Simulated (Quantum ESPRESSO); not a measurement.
**CuO (Tenorite) under changes of volume**

One of the cells (10.163 Å³/atom); the others are scaled copies at fixed shape and fractional positions:

```
CELL_PARAMETERS angstrom
2.34465 -1.71340 0.00000
2.34465 1.71340 0.00000
-0.86055 0.00000 5.05944
ATOMIC_POSITIONS crystal
Cu 0.49680 0.00320 0.50000
Cu 0.00320 0.49680 0.00000
O 0.40560 0.57140 0.75370
O 0.57140 0.40560 0.25370
```

| Property | Result |
| --- | --- |
| Program | Quantum ESPRESSO 7.5 |
| Functional | PBEsol |
| Potentials or basis | GBRV 1.5 PBEsol |
| Cutoff | 762 eV |
| Density cutoff | 6095 eV |
| k mesh | 10 × 10 × 5 |
| Occupations | fermi-dirac, width 0.05 eV |
| Spin | no spin polarisation |

| volume (Å³/atom) | energy over the lowest point (meV/atom) | pressure (GPa) |
| --- | --- | --- |
| 9.553 | 16.22 | 10.5 |
| 9.756 | ? | ? |
| 9.959 | 0.16 | 1.6 |
| 10.163 | 0.00 | -2.2 |
| 10.366 | 4.34 | -5.6 |
| 10.569 | 12.68 | -8.5 |
| 10.772 | 24.60 | -11.1 |

What does the run at 9.756 Å³/atom give?

Energy over the lowest point 5.37 meV/atom; pressure 5.8 GPa.

Worked out: A Birch-Murnaghan fit of order 3 (a polynomial in V^(-2/3)) to the other rows has its minimum at 10.07 Å³/atom with B0 = V·E''(V) = 185 GPa and B' = 4.7 at fixed shape and positions, which overstates the stiffness. It gives 5.37 meV/atom at 9.756 Å³/atom, against the run's 5.37, and -dE/dV = 6.3 GPa, against 5.8.

Energies are extrapolated to zero smearing.

Caveats: the run has no spin polarisation, though such a crystal can be magnetic.
